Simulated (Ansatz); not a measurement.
The calculation used Ansatz 0.2.0, DFT PBE, scalar-relativistic, plane waves, PAW. All cells share a 420 eV cutoff and Γ-centred k meshes spaced at most about 0.3 Å⁻¹ (about 0.25 or finer for metals, 2π included). No spin polarisation.

These are static total energies at zero pressure.

Two forms of SiGe5 were relaxed alike.

A.

```yaml
crystal:
  lattice:
    - [-2.01653, 2.01653, 8.55778]
    - [2.01653, -2.01653, 8.55778]
    - [2.01653, 2.01653, -8.55778]
  atoms:
    - { symbol: Si, position: [0.00000, 0.00000, 0.00000] }
    - { symbol: Ge, position: [0.91946, 0.41946, 0.50000] }
    - { symbol: Ge, position: [0.58054, 0.08054, 0.50000] }
    - { symbol: Ge, position: [0.66547, 0.66547, 0.00000] }
    - { symbol: Ge, position: [0.25000, 0.75000, 0.50000] }
    - { symbol: Ge, position: [0.33453, 0.33453, 0.00000] }
```

B.

```yaml
crystal:
  lattice:
    - [4.03508, 0.00000, 0.00000]
    - [-2.01754, 3.49448, 0.00000]
    - [0.00000, 0.00000, 19.77475]
  atoms:
    - { symbol: Si, position: [0.33333, 0.66667, 0.01834] }
    - { symbol: Si, position: [0.66667, 0.33333, 0.98166] }
    - { symbol: Ge, position: [0.66667, 0.33333, 0.85865] }
    - { symbol: Ge, position: [0.33333, 0.66667, 0.14135] }
    - { symbol: Ge, position: [0.00000, 0.00000, 0.81583] }
    - { symbol: Ge, position: [0.00000, 0.00000, 0.69002] }
    - { symbol: Ge, position: [0.00000, 0.00000, 0.18417] }
    - { symbol: Ge, position: [0.00000, 0.00000, 0.30998] }
    - { symbol: Ge, position: [0.33333, 0.66667, 0.52138] }
    - { symbol: Ge, position: [0.66667, 0.33333, 0.47862] }
    - { symbol: Ge, position: [0.66667, 0.33333, 0.35269] }
    - { symbol: Ge, position: [0.33333, 0.66667, 0.64731] }
```

Task: Which form is favoured at zero pressure, and by what margin per atom?

Result: They are level within the accuracy (under 1 meV/atom apart). A has Si and Ge ordered on diamond sites, space group I-4m2 (No. 119), 23.2 Å³/atom and a gap of 0.13 eV on its mesh; B has Si and Ge ordered on diamond sites, space group P-3m1 (No. 164), 23.2 Å³/atom and no gap. Counting Ge atoms around Si (those within 1.25 times the shortest such distance or 1.15 times the sum of covalent radii, 1.27 where that leaves under three), A has Si 4 and B has Si 1. Both come from invented guesses.

For metals, differences of a few meV/atom aren't resolved. Kohn–Sham gaps at this level usually fall short of measured ones. The zero gap of P-3m1 may come from the functional, which often closes small gaps. Cells relaxed within their symmetry can be saddle points.
